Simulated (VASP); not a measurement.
Set up this calculation in VASP 6.6.1, as the native input.

* Task: single point
* Functional: PBE
* Potentials or basis: VASP PAW PBE potentials, release 64 (Na_pv, Cl)
* Cutoff: 520 eV
* k mesh: 6 × 6 × 6
* Occupations: fermi-dirac, width 0.02 eV
* Spin: no spin polarisation
* Dipole correction: no
* Further INCAR settings: ALGO = Fast; EDIFF = 1e-06; NBANDS = 22

The structure of NaCl lies in POSCAR:

```
NaCl
1.0
    4.7210753017      0.0000000000      0.0000000000
   -2.3605376508      4.0885711444      0.0000000000
    0.0000000000      0.0000000000      5.5694827910
Na Cl
2 2
Direct
    0.3333333333      0.6666666667     -0.0624973425
    0.6666666667      0.3333333333      0.4375026575
    0.3333333333      0.6666666667      0.4374973425
    0.6666666667      0.3333333333      0.9374973425
```

The cell was built by a generator and needn't be a form met in nature.

One way to write it, as run:

INCAR

```
PREC = Accurate
ENCUT = 520
EDIFF = 1E-6
ISMEAR = -1
SIGMA = 0.02
LREAL = False
LASPH = True
NELM = 80
ALGO = Fast
ISIF = 2
LWAVE = False
LCHARG = True
GGA = PE
LELF = True
LVHAR = True
NBANDS = 22
```

KPOINTS

```
Automatic mesh
0
Gamma
  6 6 6
```

Potentials or basis: VASP PAW PBE potentials, release 64 (Na_pv, Cl).

Run with:

```bash
$ cat potpaw_PBE.64/Na_pv/POTCAR potpaw_PBE.64/Cl/POTCAR > POTCAR
$ mpirun -np 1 vasp_std > vasp.out
```

Results of the run:

| Quantity | Value |
| --- | --- |
| Pressure | 0.8 GPa |
| Band gap on the k mesh | 4.84 eV, direct |

Wall time 43 s on 1 thread of Intel(R) Xeon(R) Platinum 8559C (Emerald Rapids) (shared host), peak memory 0.23 GiB.
